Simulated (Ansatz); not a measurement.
# FeO: the cost of one run

Program: Ansatz 0.2.0. Level of theory: DFT PBE+U (U = 7 eV, J = 0.5 eV on Fe d), plane waves, PAW. These are calculated values, not measurements.

## Step 1: The system as given

The structure is cubic, space group Pm-3m (No. 221). The conventional cell has a = 2.612 Å, b = 2.612 Å, c = 2.612 Å, α = 90.00°, β = 90.00°, γ = 90.00°. Fe (site symmetry m-3m) has 8 O at 2.26 Å in its first shell of neighbours. O (site symmetry m-3m) has 8 Fe at 2.26 Å in its first shell of neighbours.

Structure file:

```
Fe O
1.0
     2.61247    0.00000    2.61247
     0.00000    2.61247    2.61247
     0.00000    0.00000    5.22494
Fe O
2 2
Direct
  0.00000 0.00000 0.00000
  0.00000 0.00000 0.50000
  0.50000 0.50000 0.75000
  0.50000 0.50000 0.25000
```

Magnetic order typed: antiferromagnetic, doubled cell 1/2 1/2 1/2.

An earlier series on this cell reached its lowest free state from «random orbitals: drawn by pairs, first filling», perhaps among other starts.

## Step 2: Random orbitals: single harmonics, second filling

Contents of input.yaml:

```yaml
crystal:
  lattice:
    - [2.61246963, 0.0, 2.61246963]
    - [0.0, 2.61246963, 2.61246963]
    - [0.0, 0.0, 5.22493926]
  atoms:
    - { symbol: Fe, position: [0.0, 0.0, 0.0], spin: 0.3 }
    - { symbol: O, position: [0.5, 0.5, 0.75] }
    - { symbol: Fe, position: [0.0, 0.0, 0.5], spin: -0.3 }
    - { symbol: O, position: [0.5, 0.5, 0.25] }
basis:
  ecutwfc: 420
  ecutrho_ratio: 4
kpoints:
  mp_grid: { grid: [7, 7, 7] }
hamiltonian:
  xc: pbe
  hubbard:
    sites:
      - { site: 0, l: d, u: 7.0, j: 0.5, starting_ns: [{ spin: up, occupation_matrix: s0up }, { spin: down, occupation_matrix: s0down }] }
      - { site: 2, l: d, u: 7.0, j: 0.5, starting_ns: [{ spin: up, occupation_matrix: s2up }, { spin: down, occupation_matrix: s2down }] }
    occupation_matrices:
      s0up:
        matrix:
          - [0.02, 0.0, 0.0, 0.0, 0.0]
          - [0.0, 0.97, 0.0, 0.0, 0.0]
          - [0.0, 0.0, 0.97, 0.0, 0.0]
          - [0.0, 0.0, 0.0, 0.97, 0.0]
          - [0.0, 0.0, 0.0, 0.0, 0.02]
      s0down:
        matrix:
          - [0.97, 0.0, 0.0, 0.0, 0.0]
          - [0.0, 0.02, 0.0, 0.0, 0.0]
          - [0.0, 0.0, 0.97, 0.0, 0.0]
          - [0.0, 0.0, 0.0, 0.02, 0.0]
          - [0.0, 0.0, 0.0, 0.0, 0.97]
      s2up:
        matrix:
          - [0.97, 0.0, 0.0, 0.0, 0.0]
          - [0.0, 0.02, 0.0, 0.0, 0.0]
          - [0.0, 0.0, 0.97, 0.0, 0.0]
          - [0.0, 0.0, 0.0, 0.02, 0.0]
          - [0.0, 0.0, 0.0, 0.0, 0.97]
      s2down:
        matrix:
          - [0.02, 0.0, 0.0, 0.0, 0.0]
          - [0.0, 0.02, 0.0, 0.0, 0.0]
          - [0.0, 0.0, 0.97, 0.0, 0.0]
          - [0.0, 0.0, 0.0, 0.97, 0.0]
          - [0.0, 0.0, 0.0, 0.0, 0.97]
    ns_hold: until_converged
scf:
  occupations: { method: gaussian, width: 0.05 }
  lower_state_search: "off"
  max_iter: 150
output:
  forces: true
  stress: true
  eigenvalues: true
  populations: true
  hubbard: { sites: [{ site: 0, l: d }, { site: 2, l: d }] }
magnetization:
  spin_polarized: true
```

The typed matrices put 0.97 on the chosen orbitals and 0.02 on the others, and are held until the SCF converges, then released.

The run is started by

```sh
$ ansatz run input.yaml --threads 2 --pin off --max-ram 3072MiB --backend cpu --events-out ev --progress --plain --runs-dir out
```

Q: Estimate wall time and peak memory on 2 threads of Intel Xeon Platinum 8488C (Sapphire Rapids), shared host.

About 18 s, with a peak of 0.52 GiB.
